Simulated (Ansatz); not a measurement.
# CuO (P1) in Ansatz: notebook, part 2 of 2

Ansatz 0.2.0. Earlier steps stand in the parts before.

### Step 3. Band structure, PBE+U

The input, input.yaml:

```yaml
crystal:
  lattice:
    - [0.0, -2.11656, -2.11656]
    - [-2.11656, 0.0, -2.11656]
    - [2.11656, 2.11656, -4.23312]
  atoms:
    - { symbol: Cu, position: [0.50388754, 0.47698801, 0.4880064] }
    - { symbol: Cu, position: [0.00388754, 0.97698801, 0.9880064] }
    - { symbol: O, position: [0.74611246, 0.77301199, 0.7619936] }
    - { symbol: O, position: [0.24611246, 0.27301199, 0.2619936] }
hamiltonian:
  xc: pbe
  pseudopotentials: { kind: paw }
  hubbard: { sites: [{ species: Cu, l: d, u_eff: 5.3 }] }
kpoints:
  mp_grid: { grid: [10, 10, 6] }
  band_path:
    path:
      - [[0.0, 0.0, 0.0], [0.0, -0.5, 0.0], [0.375, -0.3125, 0.1875]]
      - [[0.3125, -0.3125, 0.5], [0.0, 0.0, 0.5], [0.0, 0.0, 0.0], [0.34375, -0.34375, 0.0]]
      - [[0.34375, -0.3125, 0.34375], [0.5, 0.0, 0.5], [0.46875, 0.0, 0.65625], [0.0, 0.0, 0.5]]
      - [[0.0, -0.5, 0.0], [0.0, -0.46875, 0.34375]]
    npoints: 14
scf:
  occupations: { method: fermi_dirac, width: 0.05 }
  n_extra_bands: 10
output:
  forces: true
  stress: true
  eigenvalues: true
  fatbands: false
```

Potentials or basis: Ansatz PAW.

Started as:

```console
ansatz run input.yaml --threads 2 --pin off --max-ram 5632MiB --backend cpu --events-out ev --progress --plain --runs-dir out
```

Log:

```text
Warning: RAYON_NUM_THREADS=2 ignored (pool sized by the plan → 2); use --threads N
Cu: projections on atomic orbitals take those of the free atom [Ne] 3s2 3p6 3d10 4s1, of charge +0.00 (hamiltonian.pseudopotentials.projection_atoms); the dataset's partial waves leave at most 2.0e-6 of an orbital's norm unspanned inside its sphere
O: projections on atomic orbitals take those of the free atom [He] 2s2 2p4, of charge +0.00 (hamiltonian.pseudopotentials.projection_atoms); the dataset's partial waves leave at most 1.9e-8 of an orbital's norm unspanned inside its sphere
scf.n_extra_bands = 10 over 25 filled bands (N_el = 50.0): the run solves 35 bands
Engine: ansatz 0.2.0, aarch64-unknown-linux-gnu
Pseudopotentials: kind: paw
Pseudopotential: Cu, paw, valence charge 19, recommended cutoff 420 eV (normal), Cu.paw.azcp
Pseudopotential: O, paw, valence charge 6, recommended cutoff 420 eV (normal), O.paw.azcp
Functional definition: PBE
  parameter kappa = 0.804
  parameter beta = 0.06672455060314922
  exchange = pbe_x(kappa = kappa, mu = beta*pi^2/3)
  correlation = pbe_c(beta = beta)
Crystal: 4 atoms, lattice volume = 37.927 Å³
Basis set: ecut = 420 eV, 707 PW (Γ), exchange–correlation on 48×48×72 points (8 copies of the dense FFT grid, shifted against one another)
Bands: 35, of which v1, the nominal top of the filled ones, is band 25 counted from 1 (24 counted from 0)
Symmetry: 2 space group operations
Space group: P1 (ITA 1), of the structure as read, at distance tolerance 3.4e-5 Å
k-points: 304 of 600 (time reversal used)
Non-local potential: Cu, projectors of the file, l = 0: 3, l = 1: 2, l = 2: 3, l = 3: 1
Non-local potential: O, projectors of the file, l = 0: 2, l = 1: 2, l = 2: 1
PAW form: soft (Blöchl's): semilocal exchange-correlation on the pseudo side does not see the compensation charge
PAW one-centre angular grid: Cu, 590 points (default); XC on 64 Gauss nodes
PAW one-centre angular grid: O, 110 points (default); XC on 64 Gauss nodes
Initial density: superposition of atomic densities (chi_scale 0.1, normalization cell, long waves of neutral atoms under a Hubbard term (reshape's long-wave potential 0.00 eV rms, cloud 1.98 Å wide))
Initial wavefunctions: pseudopotential atomic-orbital guess
Functional: x = pbe(κ = 0.804, μ = 0.2195149727645171), c = pbe(β = 0.06672455060314922)
SCF iter   1: F=—  HF=-14379.463132 eV  |F-HF|=—  |Δ(HF+E_count)|=         —  Δρ=1.03e-1  dr2=2.93e0  ethr=3.10e-3  ⟨swp⟩=4.7  Hψ=37417  notcnv=0  defer=135
preconditioner: auto → Kerker (q_TF=auto, 2.857 Å⁻¹)  [metal: Δε(μ)=0.007 eV  Ē_g=17.178 eV  σ=0.050 eV  W_gap=0.03  n_scr=16 (ndim 8)  ℏωp=35.2 eV  f_vac=0.000  D(μ)=2.46/eV (n_scr^D=28)]
SCF iter   2: F=—  HF=-14379.267438 eV  |F-HF|=—  |Δ(HF+E_count)|=   1.96e-1  Δρ=6.86e-2  dr2=8.81e-1  ethr=3.10e-3  ⟨swp⟩=2.6  Hψ=21318  notcnv=0  defer=674
SCF iter   3: F=—  HF=-14379.122673 eV  |F-HF|=—  |Δ(HF+E_count)|=   1.45e-1  Δρ=1.75e-2  dr2=2.75e-2  ethr=1.76e-3  ⟨swp⟩=2.0  Hψ=19116  notcnv=0  defer=675
SCF iter   4: F=—  HF=-14379.276650 eV  |F-HF|=—  |Δ(HF+E_count)|=   1.54e-1  Δρ=2.08e-2  dr2=1.02e-1  ethr=5.50e-5  ⟨swp⟩=2.0  Hψ=17720  notcnv=0  defer=675
SCF iter   5: F=—  HF=-14379.268950 eV  |F-HF|=—  |Δ(HF+E_count)|=   7.70e-3  Δρ=2.29e-3  dr2=1.56e-3  ethr=5.50e-5  ⟨swp⟩=2.0  Hψ=19913  notcnv=0  defer=665
SCF iter   6: F=—  HF=-14379.269279 eV  |F-HF|=—  |Δ(HF+E_count)|=   3.29e-4  Δρ=9.56e-4  dr2=1.43e-4  ethr=3.12e-6  ⟨swp⟩=2.0  Hψ=14736  notcnv=0  defer=665
SCF iter   7: F=—  HF=-14379.269454 eV  |F-HF|=—  |Δ(HF+E_count)|=   1.75e-4  Δρ=1.97e-4  dr2=9.06e-6  ethr=2.87e-7  ⟨swp⟩=2.0  Hψ=14526  notcnv=0  defer=665
SCF iter   8: F=—  HF=-14379.269460 eV  |F-HF|=—  |Δ(HF+E_count)|=   5.58e-6  Δρ=3.91e-5  dr2=5.09e-7  ethr=1.81e-8  ⟨swp⟩=2.5  Hψ=15426  notcnv=0  defer=665
SCF iter   9: F=-14379.269460 eV  HF=-14379.269460 eV  |F-HF|=2.39e-8  |Δ(HF+E_count)|=   3.80e-7  Δρ=1.35e-5  dr2=6.43e-8  ethr=2.00e-10  ⟨swp⟩=8.2  Hψ=49741  notcnv=0
SCF 1 converged in 9 iterations: F = -14379.269460 eV  dr2 = 6.43e-8
NSCF: frozen V_eff on 130 k-points
SCF converged after 9 iterations
Free energy (F): -14379.269460 eV
Harris-Foulkes:  -14379.269460 eV  (|F-HF|=2.39e-8)
Internal energy: -14379.247491 eV  (E = F + TS)
E sigma→0 (E₀):  -14379.258476 eV
Entropy (-TS):   -0.021969 eV (-5.492 meV/atom)
Fermi energy:    12.339529 eV
--- Per-component energies (eV) ---
  E_band       = -817.307454
  E_kinetic    = 944.291417
  E_local      = -9248.015224  (includes V_loc(G=0)·N_el)
  E_nonlocal   = 898.079458
  E_hartree    = 4024.759651
  E_xc         = -322.433774
  E_vxc        = -413.917747  (∫ρ·V_xc dr)
  E_hubbard    = 2.096909  (on-site DFT+U / exact-exchange correction)
  E_vhub       = -46.474649  (the Hubbard potential's part of the band-sum identity)
  E_paw        = -3655.800800  (= ΣΔE_a)
  E_vpaw       = -1000.770374  (= ΣTr[D̂ρ^β])
  E_aug_tail   = 0.005160  (compensation charges beyond the density's cutoff)
  E_ewald      = -7022.230289
  E_smearing   = -0.021969  (= −TS)
  E_closure    = 0.000000  (closes the sum)
  Σ components = -14379.269460   (vs F -14379.269460, Δ=0.00e0)
--- Forces (eV/Å), atoms counted from 1 ---
  atom   1  Cu    -0.25589219     0.36553729    -1.27379273
  atom   2  Cu    -0.25589219     0.36553729    -1.27379273
  atom   3  O      0.25588968    -0.36553378     1.27379070
  atom   4  O      0.25588968    -0.36553378     1.27379070
  max |Σ_I F_I| component: 7.02e-6 eV/Å
--- Stress (GPa, compression-positive) ---
        5.581309       0.256188      -0.770751
        0.256188       6.368160       1.163965
       -0.770751       1.163965      13.246181
  P = ⅓ Tr σ = 8.3985 GPa (83.985 kbar)
--- Band table (eV; the first three rows and the last of 304) ---
  k-point 0: bands = ["-98.3027", "-98.3015", "-55.7506", "-55.7429", "-55.6933", "-55.6823", "-55.6801", "-55.6773", "-6.7276", "-5.5078", "4.9890", "7.0497", "7.1870", "8.3041", "8.3405", "8.5791", "8.7154", "9.2989", "9.3182", "9.3432", "10.1725", "10.8138", "10.8691", "11.2341", "12.9297", "13.0852", "14.5027", "19.0259", "22.5024", "27.0634", "27.2630", "30.9189", "31.5896", "31.6613", "32.1445"]
  k-point 1: bands = ["-98.3024", "-98.3015", "-55.7500", "-55.7434", "-55.6926", "-55.6831", "-55.6799", "-55.6775", "-6.6567", "-5.6035", "5.2060", "7.1288", "7.2714", "8.0538", "8.3273", "8.5283", "8.7175", "9.1791", "9.2522", "9.3000", "10.1049", "10.4432", "11.1381", "11.4274", "12.8513", "12.9878", "15.0074", "18.8194", "22.8074", "27.3169", "27.5059", "29.2983", "31.1630", "31.4837", "32.8780"]
  k-point 2: bands = ["-98.3019", "-98.3014", "-55.7485", "-55.7447", "-55.6907", "-55.6852", "-55.6795", "-55.6781", "-6.4566", "-5.8522", "5.8055", "7.3586", "7.4505", "7.5191", "8.1026", "8.2984", "8.8078", "9.0340", "9.1272", "9.1891", "9.9536", "9.9589", "11.6539", "11.8546", "12.6010", "12.7176", "16.0764", "18.1942", "23.7285", "27.1229", "28.0417", "28.2135", "30.3548", "30.5607", "32.7105"]
  k-point 303: bands = ["-98.3010", "-98.3010", "-55.7547", "-55.7547", "-55.6914", "-55.6914", "-55.6819", "-55.6819", "-5.5472", "-5.5472", "6.0229", "6.0229", "7.1151", "7.1151", "7.7950", "7.7950", "9.0276", "9.0276", "9.4065", "9.4065", "9.9352", "9.9352", "11.4559", "11.4559", "11.8277", "11.8277", "20.2583", "20.2583", "22.8142", "22.8142", "24.8159", "24.8159", "28.3638", "28.3638", "31.8768"]
Occupation matrices written to <dir>
```

It took 30 s on 2 threads of Arm Neoverse V2, shared host; peak memory 0.71 GiB.

What came out:

```yaml
Free_energy: -14379.2695 eV
Pressure: 8.4 GPa
Largest_force: 1.350 eV/Å
Band_gap_on_the_k_mesh: none (metal or under the smearing width)
```

Forces on the atoms (eV/Å):
```
Cu  -0.256  0.366 -1.274
Cu  -0.256  0.366 -1.274
O    0.256 -0.366  1.274
O    0.256 -0.366  1.274
```

Levels at the corners of the path, in eV from the Fermi level:
| point | band 21 | band 22 | band 23 | band 24 | band 25 | band 26 | band 27 | band 28 | band 29 | band 30 |
| --- | --- | --- | --- | --- | --- | --- | --- | --- | --- | --- |
| Γ | -2.17 | -1.53 | -1.47 | -1.11 | 0.59 | 0.75 | 2.16 | 6.69 | 10.16 | 14.72 |
| L | -2.31 | -2.31 | -0.76 | -0.76 | -0.34 | -0.34 | 7.96 | 7.96 | 10.29 | 10.29 |
| B1 | -2.51 | -2.32 | -1.30 | -1.26 | -0.25 | -0.12 | 8.70 | 8.81 | 9.95 | 9.96 |
| B | -2.34 | -2.28 | -1.36 | -1.25 | -0.13 | -0.11 | 8.74 | 8.75 | 9.99 | 9.99 |
| Z | -2.50 | -2.50 | -0.16 | -0.16 | -0.02 | -0.02 | 4.88 | 4.88 | 12.87 | 12.87 |
| Γ | -2.17 | -1.53 | -1.47 | -1.11 | 0.59 | 0.75 | 2.16 | 6.69 | 10.16 | 14.72 |
| X | -2.47 | -2.31 | -1.52 | -1.15 | -0.22 | -0.10 | 8.76 | 8.96 | 9.72 | 10.24 |
| Q | -2.43 | -2.22 | -1.53 | -1.22 | -0.18 | -0.08 | 8.66 | 9.15 | 9.63 | 10.30 |
| F | -2.63 | -2.20 | -2.08 | -1.91 | 0.54 | 0.64 | 6.47 | 6.72 | 10.17 | 11.30 |
| P1 | -2.51 | -2.23 | -1.94 | -1.59 | 0.24 | 0.50 | 6.70 | 7.21 | 10.02 | 11.26 |
| Z | -2.50 | -2.50 | -0.16 | -0.16 | -0.02 | -0.02 | 4.88 | 4.88 | 12.87 | 12.87 |
| L | -2.31 | -2.31 | -0.76 | -0.76 | -0.34 | -0.34 | 7.96 | 7.96 | 10.29 | 10.29 |
| P | -2.45 | -2.15 | -1.85 | -1.65 | 0.39 | 0.69 | 6.71 | 7.12 | 10.02 | 11.23 |

Eigenvalues of the final occupation matrices:
| site | spin | trace | eigenvalues |
| --- | --- | --- | --- |
| site 1 | 1 | 4.78 | 0.89 0.90 1.00 1.00 1.00 |
| site 2 | 1 | 4.78 | 0.89 0.90 1.00 1.00 1.00 |

Caveat: the pressure holds a Pulay correction of +0.8 GPa for the finite cutoff; the run has no spin polarisation, though such a crystal can be magnetic; U without spin polarisation on a metal has little footing; forces of over 1 eV/Å show positions far from the minimum, so gaps and moduli don't describe the material at rest.

### Step 4. Band structure, PBEsol+U

input.yaml, as its differences from that of step 3:

```diff
@@ -11,5 +11,5 @@
 hamiltonian:
-  xc: pbe
+  xc: pbesol
   pseudopotentials: { kind: paw }
-  hubbard: { sites: [{ species: Cu, l: d, u_eff: 5.3 }] }
+  hubbard: { sites: [{ species: Cu, l: d, u_eff: 4.5 }] }
 kpoints:
@@ -31 +31,5 @@
   fatbands: false
+  write_density: true
+  write_potential: true
+  elf: true
+  volumetric_format: npy
```

Started as:

```console
ansatz run input.yaml --threads 2 --pin off --max-ram 5632MiB --backend cpu --events-out ev --progress --plain --runs-dir out
```

Run time: 33 s. Hardware: 2 threads of Arm Neoverse V2, shared host; peak memory 0.71 GiB.

It converged, with:

```
Free energy            : -14293.6901 eV
Pressure               : -1.4 GPa
Largest force          : 1.247 eV/Å
Band gap on the k mesh : none (metal or under the smearing width)
```

Forces on the atoms (eV/Å):
```
Cu  -0.234  0.333 -1.179
Cu  -0.234  0.333 -1.179
O    0.234 -0.333  1.179
O    0.234 -0.333  1.179
```

Stress tensor (GPa, compression positive):
```
-4.07  0.22 -0.68
 0.22 -3.32  1.03
-0.68  1.03  3.30
```

Levels at the corners of the path, in eV from the Fermi level:
| point | band 22 | band 23 | band 24 | band 25 | band 26 | band 27 | band 28 | band 29 |
| --- | --- | --- | --- | --- | --- | --- | --- | --- |
| Γ | -1.57 | -1.51 | -1.13 | 0.59 | 0.75 | 1.96 | 6.41 | 9.98 |
| L | -2.20 | -0.74 | -0.74 | -0.34 | -0.34 | 7.74 | 7.74 | 10.05 |
| B1 | -2.22 | -1.27 | -1.22 | -0.25 | -0.12 | 8.48 | 8.58 | 9.71 |
| B | -2.18 | -1.32 | -1.22 | -0.13 | -0.11 | 8.51 | 8.52 | 9.75 |
| Z | -2.44 | -0.16 | -0.16 | -0.02 | -0.02 | 4.69 | 4.69 | 12.59 |
| Γ | -1.57 | -1.51 | -1.13 | 0.59 | 0.75 | 1.96 | 6.41 | 9.98 |
| X | -2.21 | -1.47 | -1.12 | -0.21 | -0.10 | 8.53 | 8.74 | 9.47 |
| Q | -2.12 | -1.49 | -1.19 | -0.18 | -0.08 | 8.43 | 8.94 | 9.38 |
| F | -2.10 | -2.02 | -1.85 | 0.53 | 0.64 | 6.22 | 6.45 | 9.99 |
| P1 | -2.12 | -1.88 | -1.56 | 0.24 | 0.50 | 6.45 | 6.94 | 9.84 |
| Z | -2.44 | -0.16 | -0.16 | -0.02 | -0.02 | 4.69 | 4.69 | 12.59 |
| L | -2.20 | -0.74 | -0.74 | -0.34 | -0.34 | 7.74 | 7.74 | 10.05 |
| P | -2.04 | -1.80 | -1.61 | 0.39 | 0.69 | 6.46 | 6.85 | 9.84 |

Eigenvalues of the final occupation matrices:
| site | spin | trace | eigenvalues |
| --- | --- | --- | --- |
| site 1 | 1 | 4.77 | 0.88 0.90 1.00 1.00 1.00 |
| site 2 | 1 | 4.77 | 0.88 0.90 1.00 1.00 1.00 |

Caveat: the pressure holds a Pulay correction of +0.8 GPa for the finite cutoff; the run has no spin polarisation, though such a crystal can be magnetic; U without spin polarisation on a metal has little footing; the PAW data sets come from PBE, with cores solved anew for the run's functional, which leaves a small shift of forces and pressure; forces of over 1 eV/Å show positions far from the minimum, so gaps and moduli don't describe the material at rest.

### Step 5. The runs side by side

```csv
level,U,hubbard projectors,double counting,gap on the mesh (eV),pressure (GPa),largest force (eV/Å)
PBE,-,-,-,none,5.6,1.20
PBE+U,Cu d U = 5.3 eV,ortho-atomic (the default),fll (the default),none,8.4,1.35
PBEsol+U,Cu d U = 4.5 eV,ortho-atomic (the default),fll (the default),none,-1.4,1.25
```

Alike in all rows: task band structure; potentials or basis Ansatz PAW; no spin polarisation; cell as given; k mesh 10 × 10 × 6; cutoff (eV) 420; smearing fermi-dirac 0.05 eV.

Every run on the cell as given and a fine mesh finds a metal. The pressure there spans -1.4 GPa (PBEsol+U) to 8.4 GPa (PBE+U); a positive pressure means that this level wants a larger cell, a negative one a smaller.

Caveats: the run has no spin polarisation, though such a crystal can be magnetic; forces of over 1 eV/Å show positions far from the minimum, so gaps and moduli don't describe the material at rest; U without spin polarisation on a metal has little footing (some runs); semilocal functionals often make such compounds metallic where correlation or magnetic order opens a gap, which also shifts bond lengths (some runs); the PAW data sets come from PBE, with cores solved anew for the run's functional, which leaves a small shift of forces and pressure (some runs).

Total energies depend on the potentials used, so only differences within one code and one set of settings carry meaning.
